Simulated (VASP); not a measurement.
# Se (Pm-3m) in VASP: further runs, part 5 of 6

VASP 6.6.1.

## 78. Equation of state, PBE, 21.54 Å³/atom

Contents of INCAR:

```
PREC = Accurate ; ENCUT = 520
EDIFF = 1E-6 ; ISMEAR = 0
SIGMA = 0.05 ; LREAL = False
LASPH = True ; NELM = 100
ALGO = Normal ; ISIF = 2
LWAVE = False ; LCHARG = False
GGA = PE ; ADDGRID = False
```

Contents of KPOINTS:

```
regular mesh
0
Gamma
  6 6 6
```

Contents of POSCAR:

```
Se
1.0
    2.7821715534      0.0000000000      0.0000000000
    0.0000000000      2.7821715534      0.0000000000
    0.0000000000      0.0000000000      2.7821715534
Se
1
Direct
    0.0000000000      0.0000000000      0.0000000000
```

Potentials or basis: VASP PAW PBE potentials, release 64 (Se).

Launch:

```
$ cat potpaw_PBE.64/Se/POTCAR > POTCAR
$ mpirun -np 1 vasp_std > vasp.out
```

It took 2.2 s on 1 thread of Intel Xeon 6975P-C (Granite Rapids), shared host; peak memory 0.13 GiB.

These settings aren't checked as converged: the numbers below hold their error.

What came out:

```
Free energy            : -3.1577 eV
Pressure               : 3.5 GPa
Band gap on the k mesh : none (metal or under the smearing width)
```

Caveat: the k mesh is coarse (spacing up to 0.38 Å⁻¹), so the values aren't converged.

## 79. Equation of state, PBE, 22.87 Å³/atom

INCAR is that of step 78.

KPOINTS is that of step 78.

Contents of POSCAR:

```
Se
1.0
    2.8383921865      0.0000000000      0.0000000000
    0.0000000000      2.8383921865      0.0000000000
    0.0000000000      0.0000000000      2.8383921865
Se
1
Direct
    0.0000000000      0.0000000000      0.0000000000
```

Launch:

```
$ cat potpaw_PBE.64/Se/POTCAR > POTCAR
$ mpirun -np 1 vasp_std > vasp.out
```

Wall time 2.2 s (1 thread of Intel Xeon 6975P-C (Granite Rapids), shared host); peak memory 0.13 GiB.

The run converged, but some of its settings lie outside the range that counts as converged, so its numbers aren't taken as properties of the crystal.

Results:

| Item | Value |
| --- | --- |
| Free energy | -3.1670 eV |
| Pressure | -1.0 GPa |
| Band gap on the k mesh | none (metal or under the smearing width) |

Caveat: the k mesh is coarse (spacing up to 0.37 Å⁻¹), so the values aren't converged.

## 80. Equation of state, PBE, 21.54 Å³/atom

INCAR: that of step 79 with these lines changed.

```diff
@@ -1,2 +1,2 @@
-PREC = Accurate ; ENCUT = 520
+PREC = Accurate ; ENCUT = 400
 EDIFF = 1E-6 ; ISMEAR = 0
```

Contents of KPOINTS:

```
regular mesh
0
Gamma
  7 7 7
```

Contents of POSCAR:

```
Se
1.0
    2.7821715534      0.0000000000      0.0000000000
    0.0000000000      2.7821715534      0.0000000000
    0.0000000000      0.0000000000      2.7821715534
Se
1
Direct
    0.0000000000      0.0000000000      0.0000000000
```

Launch:

```
$ cat potpaw_PBE.64/Se/POTCAR > POTCAR
$ mpirun -np 1 vasp_std > vasp.out
```

Run time: 1.7 s. Hardware: 1 thread of Intel Xeon 6975P-C (Granite Rapids), shared host; peak memory 0.11 GiB.

These settings aren't checked as converged: the numbers below hold their error.

What came out:

```
Free energy            : -3.2645 eV
Pressure               : 3.6 GPa
Band gap on the k mesh : none (metal or under the smearing width)
```

## 81. Equation of state, PBE, 22.87 Å³/atom

INCAR is that of step 80.

KPOINTS is that of step 80.

Contents of POSCAR:

```
Se
1.0
    2.8383921865      0.0000000000      0.0000000000
    0.0000000000      2.8383921865      0.0000000000
    0.0000000000      0.0000000000      2.8383921865
Se
1
Direct
    0.0000000000      0.0000000000      0.0000000000
```

Potentials or basis: VASP PAW PBE potentials, release 64 (Se).

Launch:

```
$ cat potpaw_PBE.64/Se/POTCAR > POTCAR
$ mpirun -np 1 vasp_std > vasp.out
```

Run time: 1.7 s. Hardware: 1 thread of Intel Xeon 6975P-C (Granite Rapids), shared host; peak memory 0.12 GiB.

The run converged, but some of its settings lie outside the range that counts as converged, so its numbers aren't taken as properties of the crystal.

What came out:

* Free energy: -3.2746 eV
* Pressure: -1.0 GPa
* Band gap on the k mesh: none (metal or under the smearing width)

## 82. Equation of state, PBE, 21.54 Å³/atom

INCAR: that of step 81 with these lines changed.

```diff
@@ -1,2 +1,2 @@
-PREC = Accurate ; ENCUT = 400
+PREC = Accurate ; ENCUT = 900
 EDIFF = 1E-6 ; ISMEAR = 0
```

Contents of KPOINTS:

```
regular mesh
0
Gamma
  5 5 5
```

Contents of POSCAR:

```
Se
1.0
    2.7821715534      0.0000000000      0.0000000000
    0.0000000000      2.7821715534      0.0000000000
    0.0000000000      0.0000000000      2.7821715534
Se
1
Direct
    0.0000000000      0.0000000000      0.0000000000
```

Launch:

```
$ cat potpaw_PBE.64/Se/POTCAR > POTCAR
$ mpirun -np 1 vasp_std > vasp.out
```

It took 2.6 s on 1 thread of Intel Xeon 6975P-C (Granite Rapids), shared host; peak memory 0.15 GiB.

These settings aren't checked as converged: the numbers below hold their error.

Results:

```
Free energy            : -3.1096 eV
Pressure               : 2.4 GPa
Band gap on the k mesh : none (metal or under the smearing width)
```

Caveat: the k mesh is coarse (spacing up to 0.45 Å⁻¹), so the values aren't converged.

## 83. Equation of state, PBE, 22.87 Å³/atom

INCAR is that of step 82.

KPOINTS is that of step 82.

Contents of POSCAR:

```
Se
1.0
    2.8383921865      0.0000000000      0.0000000000
    0.0000000000      2.8383921865      0.0000000000
    0.0000000000      0.0000000000      2.8383921865
Se
1
Direct
    0.0000000000      0.0000000000      0.0000000000
```

Launch:

```
$ cat potpaw_PBE.64/Se/POTCAR > POTCAR
$ mpirun -np 1 vasp_std > vasp.out
```

Wall time 2.7 s (1 thread of Intel Xeon 6975P-C (Granite Rapids), shared host); peak memory 0.15 GiB.

The run converged, but some of its settings lie outside the range that counts as converged, so its numbers aren't taken as properties of the crystal.

Results:

| Item | Value |
| --- | --- |
| Free energy | -3.1112 eV |
| Pressure | -1.7 GPa |
| Band gap on the k mesh | none (metal or under the smearing width) |

Caveat: the k mesh is coarse (spacing up to 0.44 Å⁻¹), so the values aren't converged.

## 84. Equation of state, PBE, 21.54 Å³/atom

INCAR: that of step 83 with these lines changed.

```diff
@@ -1,2 +1,2 @@
-PREC = Accurate ; ENCUT = 900
+PREC = Accurate ; ENCUT = 460
 EDIFF = 1E-6 ; ISMEAR = 0
```

Contents of KPOINTS:

```
regular mesh
0
Gamma
  7 7 7
```

Contents of POSCAR:

```
Se
1.0
    2.7821715534      0.0000000000      0.0000000000
    0.0000000000      2.7821715534      0.0000000000
    0.0000000000      0.0000000000      2.7821715534
Se
1
Direct
    0.0000000000      0.0000000000      0.0000000000
```

Potentials or basis: VASP PAW PBE potentials, release 64 (Se).

Launch:

```
$ cat potpaw_PBE.64/Se/POTCAR > POTCAR
$ mpirun -np 1 vasp_std > vasp.out
```

Run time: 1.7 s. Hardware: 1 thread of Intel Xeon 6975P-C (Granite Rapids), shared host; peak memory 0.11 GiB.

The run converged, but some of its settings lie outside the range that counts as converged, so its numbers aren't taken as properties of the crystal.

What came out:

```
Free energy            : -3.2645 eV
Pressure               : 3.6 GPa
Band gap on the k mesh : none (metal or under the smearing width)
```

## 85. Equation of state, PBE, 22.87 Å³/atom

INCAR is that of step 84.

KPOINTS is that of step 84.

Contents of POSCAR:

```
Se
1.0
    2.8383921865      0.0000000000      0.0000000000
    0.0000000000      2.8383921865      0.0000000000
    0.0000000000      0.0000000000      2.8383921865
Se
1
Direct
    0.0000000000      0.0000000000      0.0000000000
```

Launch:

```
$ cat potpaw_PBE.64/Se/POTCAR > POTCAR
$ mpirun -np 1 vasp_std > vasp.out
```

Run time: 1.9 s. Hardware: 1 thread of Intel Xeon 6975P-C (Granite Rapids), shared host; peak memory 0.12 GiB.

The run converged, but some of its settings lie outside the range that counts as converged, so its numbers aren't taken as properties of the crystal.

Results:

| Quantity | Value |
| --- | --- |
| Free energy | -3.2746 eV |
| Pressure | -1.0 GPa |
| Band gap on the k mesh | none (metal or under the smearing width) |

## 86. Equation of state, PBE, 21.54 Å³/atom

INCAR: that of step 85 with these lines changed.

```diff
@@ -1,3 +1,3 @@
 PREC = Accurate ; ENCUT = 460
-EDIFF = 1E-6 ; ISMEAR = 0
+EDIFF = 1E-6 ; ISMEAR = -5
 SIGMA = 0.05 ; LREAL = False
```

KPOINTS is that of step 85.

Contents of POSCAR:

```
Se
1.0
    2.7821715534      0.0000000000      0.0000000000
    0.0000000000      2.7821715534      0.0000000000
    0.0000000000      0.0000000000      2.7821715534
Se
1
Direct
    0.0000000000      0.0000000000      0.0000000000
```

Launch:

```
$ cat potpaw_PBE.64/Se/POTCAR > POTCAR
$ mpirun -np 1 vasp_std > vasp.out
```

Run time: 1.8 s. Hardware: 1 thread of Intel Xeon 6975P-C (Granite Rapids), shared host; peak memory 0.12 GiB.

These settings aren't checked as converged: the numbers below hold their error.

What came out:

```
Free energy            : -3.2711 eV
Pressure               : 3.4 GPa
Band gap on the k mesh : none (metal or under the smearing width)
```

Caveat: tetrahedron occupations give inexact forces and stress in metals.

## 87. Equation of state, PBE, 22.87 Å³/atom

INCAR is that of step 86.

KPOINTS is that of step 86.

Contents of POSCAR:

```
Se
1.0
    2.8383921865      0.0000000000      0.0000000000
    0.0000000000      2.8383921865      0.0000000000
    0.0000000000      0.0000000000      2.8383921865
Se
1
Direct
    0.0000000000      0.0000000000      0.0000000000
```

Potentials or basis: VASP PAW PBE potentials, release 64 (Se).

Launch:

```
$ cat potpaw_PBE.64/Se/POTCAR > POTCAR
$ mpirun -np 1 vasp_std > vasp.out
```

Run time: 1.9 s. Hardware: 1 thread of Intel Xeon 6975P-C (Granite Rapids), shared host; peak memory 0.11 GiB.

These settings aren't checked as converged: the numbers below hold their error.

What came out:

```
Free energy            : -3.2907 eV
Pressure               : -1.2 GPa
Band gap on the k mesh : none (metal or under the smearing width)
```

Caveat: tetrahedron occupations give inexact forces and stress in metals.

## 88. Equation of state, PBE, 21.54 Å³/atom

Contents of INCAR:

```
PREC = Accurate ; ENCUT = 520
EDIFF = 1E-6 ; ISMEAR = 0
SIGMA = 0.05 ; LREAL = False
LASPH = True ; NELM = 100
ALGO = Normal ; ISIF = 2
LWAVE = False ; LCHARG = False
GGA = PE ; ADDGRID = False
```

KPOINTS is that of step 87.

Contents of POSCAR:

```
Se
1.0
    2.7821715534      0.0000000000      0.0000000000
    0.0000000000      2.7821715534      0.0000000000
    0.0000000000      0.0000000000      2.7821715534
Se
1
Direct
    0.0000000000      0.0000000000      0.0000000000
```

Launch:

```
$ cat potpaw_PBE.64/Se/POTCAR > POTCAR
$ mpirun -np 1 vasp_std > vasp.out
```

Run time: 1.8 s. Hardware: 1 thread of Intel Xeon 6975P-C (Granite Rapids), shared host; peak memory 0.13 GiB.

These settings aren't checked as converged: the numbers below hold their error.

Results:

* Free energy: -3.2646 eV
* Pressure: 3.6 GPa
* Band gap on the k mesh: none (metal or under the smearing width)

## 89. Equation of state, PBE, 22.87 Å³/atom

INCAR is that of step 88.

KPOINTS is that of step 88.

Contents of POSCAR:

```
Se
1.0
    2.8383921865      0.0000000000      0.0000000000
    0.0000000000      2.8383921865      0.0000000000
    0.0000000000      0.0000000000      2.8383921865
Se
1
Direct
    0.0000000000      0.0000000000      0.0000000000
```

Launch:

```
$ cat potpaw_PBE.64/Se/POTCAR > POTCAR
$ mpirun -np 1 vasp_std > vasp.out
```

Wall time 2 s (1 thread of Intel Xeon 6975P-C (Granite Rapids), shared host); peak memory 0.13 GiB.

The run converged, but some of its settings lie outside the range that counts as converged, so its numbers aren't taken as properties of the crystal.

What came out:

- Free energy: -3.2747 eV
- Pressure: -0.9 GPa
- Band gap on the k mesh: none (metal or under the smearing width)

## 90. Equation of state, PBE, 21.54 Å³/atom

INCAR: that of step 89 with these lines changed.

```diff
@@ -1,2 +1,2 @@
-PREC = Accurate ; ENCUT = 520
+PREC = Low ; ENCUT = 520
 EDIFF = 1E-6 ; ISMEAR = 0
```

KPOINTS is that of step 89.

Contents of POSCAR:

```
Se
1.0
    2.7821715534      0.0000000000      0.0000000000
    0.0000000000      2.7821715534      0.0000000000
    0.0000000000      0.0000000000      2.7821715534
Se
1
Direct
    0.0000000000      0.0000000000      0.0000000000
```

Potentials or basis: VASP PAW PBE potentials, release 64 (Se).

Launch:

```
$ cat potpaw_PBE.64/Se/POTCAR > POTCAR
$ mpirun -np 1 vasp_std > vasp.out
```

Run time: 1.3 s. Hardware: 1 thread of Intel Xeon 6975P-C (Granite Rapids), shared host; peak memory 0.1 GiB.

The run converged, but some of its settings lie outside the range that counts as converged, so its numbers aren't taken as properties of the crystal.

What came out:

| Property | Result |
| --- | --- |
| Free energy | -3.2647 eV |
| Pressure | 3.7 GPa |
| Band gap on the k mesh | none (metal or under the smearing width) |

## 91. Equation of state, PBE, 22.87 Å³/atom

INCAR is that of step 90.

KPOINTS is that of step 90.

Contents of POSCAR:

```
Se
1.0
    2.8383921865      0.0000000000      0.0000000000
    0.0000000000      2.8383921865      0.0000000000
    0.0000000000      0.0000000000      2.8383921865
Se
1
Direct
    0.0000000000      0.0000000000      0.0000000000
```

Launch:

```
$ cat potpaw_PBE.64/Se/POTCAR > POTCAR
$ mpirun -np 1 vasp_std > vasp.out
```

Run time: 1.5 s. Hardware: 1 thread of Intel Xeon 6975P-C (Granite Rapids), shared host; peak memory 0.1 GiB.

These settings aren't checked as converged: the numbers below hold their error.

Results:

| Quantity | Value |
| --- | --- |
| Free energy | -3.2749 eV |
| Pressure | -0.9 GPa |
| Band gap on the k mesh | none (metal or under the smearing width) |

## 92. Equation of state, PBE, 21.54 Å³/atom

INCAR: that of step 91 with these lines changed.

```diff
@@ -1,2 +1,2 @@
-PREC = Low ; ENCUT = 520
+PREC = Normal ; ENCUT = 520
 EDIFF = 1E-6 ; ISMEAR = 0
```

KPOINTS is that of step 91.

Contents of POSCAR:

```
Se
1.0
    2.7821715534      0.0000000000      0.0000000000
    0.0000000000      2.7821715534      0.0000000000
    0.0000000000      0.0000000000      2.7821715534
Se
1
Direct
    0.0000000000      0.0000000000      0.0000000000
```

Launch:

```
$ cat potpaw_PBE.64/Se/POTCAR > POTCAR
$ mpirun -np 1 vasp_std > vasp.out
```

Run time: 1.3 s. Hardware: 1 thread of Intel Xeon 6975P-C (Granite Rapids), shared host; peak memory 0.11 GiB.

The run converged, but some of its settings lie outside the range that counts as converged, so its numbers aren't taken as properties of the crystal.

What came out:

| Property | Result |
| --- | --- |
| Free energy | -3.2646 eV |
| Pressure | 3.6 GPa |
| Band gap on the k mesh | none (metal or under the smearing width) |

## 93. Equation of state, PBE, 22.87 Å³/atom

INCAR is that of step 92.

KPOINTS is that of step 92.

Contents of POSCAR:

```
Se
1.0
    2.8383921865      0.0000000000      0.0000000000
    0.0000000000      2.8383921865      0.0000000000
    0.0000000000      0.0000000000      2.8383921865
Se
1
Direct
    0.0000000000      0.0000000000      0.0000000000
```

Potentials or basis: VASP PAW PBE potentials, release 64 (Se).

Launch:

```
$ cat potpaw_PBE.64/Se/POTCAR > POTCAR
$ mpirun -np 1 vasp_std > vasp.out
```

Wall time 1.3 s (1 thread of Intel Xeon 6975P-C (Granite Rapids), shared host); peak memory 0.11 GiB.

The run converged, but some of its settings lie outside the range that counts as converged, so its numbers aren't taken as properties of the crystal.

Results:

| Property | Result |
| --- | --- |
| Free energy | -3.2747 eV |
| Pressure | -0.9 GPa |
| Band gap on the k mesh | none (metal or under the smearing width) |

## 94. Equation of state, PBE, 21.54 Å³/atom

Contents of INCAR:

```
PREC = Accurate ; ENCUT = 520
EDIFF = 1E-6 ; ISMEAR = 0
SIGMA = 0.05 ; LREAL = Auto
LASPH = True ; NELM = 100
ALGO = Normal ; ISIF = 2
LWAVE = False ; LCHARG = False
GGA = PE ; ADDGRID = False
```

KPOINTS is that of step 93.

Contents of POSCAR:

```
Se
1.0
    2.7821715534      0.0000000000      0.0000000000
    0.0000000000      2.7821715534      0.0000000000
    0.0000000000      0.0000000000      2.7821715534
Se
1
Direct
    0.0000000000      0.0000000000      0.0000000000
```

Launch:

```
$ cat potpaw_PBE.64/Se/POTCAR > POTCAR
$ mpirun -np 1 vasp_std > vasp.out
```

Wall time 2.5 s (1 thread of Intel Xeon 6975P-C (Granite Rapids), shared host); peak memory 0.13 GiB.

The run converged, but some of its settings lie outside the range that counts as converged, so its numbers aren't taken as properties of the crystal.

Results:

* Free energy: -3.2650 eV
* Pressure: 3.7 GPa
* Band gap on the k mesh: none (metal or under the smearing width)

## 95. Equation of state, PBE, 22.87 Å³/atom

INCAR is that of step 94.

KPOINTS is that of step 94.

Contents of POSCAR:

```
Se
1.0
    2.8383921865      0.0000000000      0.0000000000
    0.0000000000      2.8383921865      0.0000000000
    0.0000000000      0.0000000000      2.8383921865
Se
1
Direct
    0.0000000000      0.0000000000      0.0000000000
```

Launch:

```
$ cat potpaw_PBE.64/Se/POTCAR > POTCAR
$ mpirun -np 1 vasp_std > vasp.out
```

Run time: 2.7 s. Hardware: 1 thread of Intel Xeon 6975P-C (Granite Rapids), shared host; peak memory 0.13 GiB.

These settings aren't checked as converged: the numbers below hold their error.

What came out:

| Item | Value |
| --- | --- |
| Free energy | -3.2750 eV |
| Pressure | -0.9 GPa |
| Band gap on the k mesh | none (metal or under the smearing width) |

## 96. Equation of state, PBE, 21.54 Å³/atom

Contents of INCAR:

```
PREC = Accurate ; ENCUT = 520
EDIFF = 1E-4 ; ISMEAR = 0
SIGMA = 0.05 ; LREAL = False
LASPH = True ; NELM = 100
ALGO = Normal ; ISIF = 2
LWAVE = False ; LCHARG = False
GGA = PE ; ADDGRID = False
```

KPOINTS is that of step 95.

Contents of POSCAR:

```
Se
1.0
    2.7821715534      0.0000000000      0.0000000000
    0.0000000000      2.7821715534      0.0000000000
    0.0000000000      0.0000000000      2.7821715534
Se
1
Direct
    0.0000000000      0.0000000000      0.0000000000
```

Potentials or basis: VASP PAW PBE potentials, release 64 (Se).

Launch:

```
$ cat potpaw_PBE.64/Se/POTCAR > POTCAR
$ mpirun -np 1 vasp_std > vasp.out
```

It took 2.2 s on 1 thread of Intel Xeon 6975P-C (Granite Rapids), shared host; peak memory 0.13 GiB.

These settings aren't checked as converged: the numbers below hold their error.

Results:

```yaml
Free_energy: -3.2646 eV
Pressure: 3.7 GPa
Band_gap_on_the_k_mesh: none (metal or under the smearing width)
```

## 97. Equation of state, PBE, 22.87 Å³/atom

INCAR is that of step 96.

KPOINTS is that of step 96.

Contents of POSCAR:

```
Se
1.0
    2.8383921865      0.0000000000      0.0000000000
    0.0000000000      2.8383921865      0.0000000000
    0.0000000000      0.0000000000      2.8383921865
Se
1
Direct
    0.0000000000      0.0000000000      0.0000000000
```

Launch:

```
$ cat potpaw_PBE.64/Se/POTCAR > POTCAR
$ mpirun -np 1 vasp_std > vasp.out
```

It took 1.6 s on 1 thread of Intel Xeon 6975P-C (Granite Rapids), shared host; peak memory 0.13 GiB.

These settings aren't checked as converged: the numbers below hold their error.

Results:

* Free energy: -3.2747 eV
* Pressure: -0.9 GPa
* Band gap on the k mesh: none (metal or under the smearing width)

## 98. Equation of state, PBE, 21.54 Å³/atom

Contents of INCAR:

```
PREC = Accurate ; ENCUT = 460
EDIFF = 1E-6 ; ISMEAR = 0
SIGMA = 0.05 ; LREAL = False
LASPH = True ; NELM = 100
ALGO = Normal ; ISIF = 2
LWAVE = False ; LCHARG = False
GGA = PE ; ADDGRID = False
```

Contents of KPOINTS:

```
regular mesh
0
Gamma
  8 8 8
```

Contents of POSCAR:

```
Se
1.0
    2.7821715534      0.0000000000      0.0000000000
    0.0000000000      2.7821715534      0.0000000000
    0.0000000000      0.0000000000      2.7821715534
Se
1
Direct
    0.0000000000      0.0000000000      0.0000000000
```

Launch:

```
$ cat potpaw_PBE.64/Se/POTCAR > POTCAR
$ mpirun -np 1 vasp_std > vasp.out
```

It took 2.3 s on 1 thread of Intel Xeon 6975P-C (Granite Rapids), shared host; peak memory 0.12 GiB.

The run converged, but some of its settings lie outside the range that counts as converged, so its numbers aren't taken as properties of the crystal.

What came out:

* Free energy: -3.3142 eV
* Pressure: 4.8 GPa
* Band gap on the k mesh: none (metal or under the smearing width)

## 99. Equation of state, PBE, 22.87 Å³/atom

INCAR is that of step 98.

KPOINTS is that of step 98.

Contents of POSCAR:

```
Se
1.0
    2.8383921865      0.0000000000      0.0000000000
    0.0000000000      2.8383921865      0.0000000000
    0.0000000000      0.0000000000      2.8383921865
Se
1
Direct
    0.0000000000      0.0000000000      0.0000000000
```

Potentials or basis: VASP PAW PBE potentials, release 64 (Se).

Launch:

```
$ cat potpaw_PBE.64/Se/POTCAR > POTCAR
$ mpirun -np 1 vasp_std > vasp.out
```

It took 2.2 s on 1 thread of Intel Xeon 6975P-C (Granite Rapids), shared host; peak memory 0.12 GiB.

The run converged, but some of its settings lie outside the range that counts as converged, so its numbers aren't taken as properties of the crystal.

What came out:

```yaml
Free_energy: -3.3324 eV
Pressure: -0.2 GPa
Band_gap_on_the_k_mesh: none (metal or under the smearing width)
```

## 100. Equation of state, PBE, 21.54 Å³/atom

INCAR: that of step 99 with these lines changed.

```diff
@@ -1,2 +1,2 @@
-PREC = Accurate ; ENCUT = 460
+PREC = Accurate ; ENCUT = 650
 EDIFF = 1E-6 ; ISMEAR = 0
```

Contents of KPOINTS:

```
regular mesh
0
Gamma
  7 7 7
```

Contents of POSCAR:

```
Se
1.0
    2.7821715534      0.0000000000      0.0000000000
    0.0000000000      2.7821715534      0.0000000000
    0.0000000000      0.0000000000      2.7821715534
Se
1
Direct
    0.0000000000      0.0000000000      0.0000000000
```

Launch:

```
$ cat potpaw_PBE.64/Se/POTCAR > POTCAR
$ mpirun -np 1 vasp_std > vasp.out
```

Wall time 2.9 s (1 thread of Intel Xeon 6975P-C (Granite Rapids), shared host); peak memory 0.13 GiB.

These settings aren't checked as converged: the numbers below hold their error.

Results:

```yaml
Free_energy: -3.2646 eV
Pressure: 3.6 GPa
Band_gap_on_the_k_mesh: none (metal or under the smearing width)
```

(Continued in part 6 of 6.)
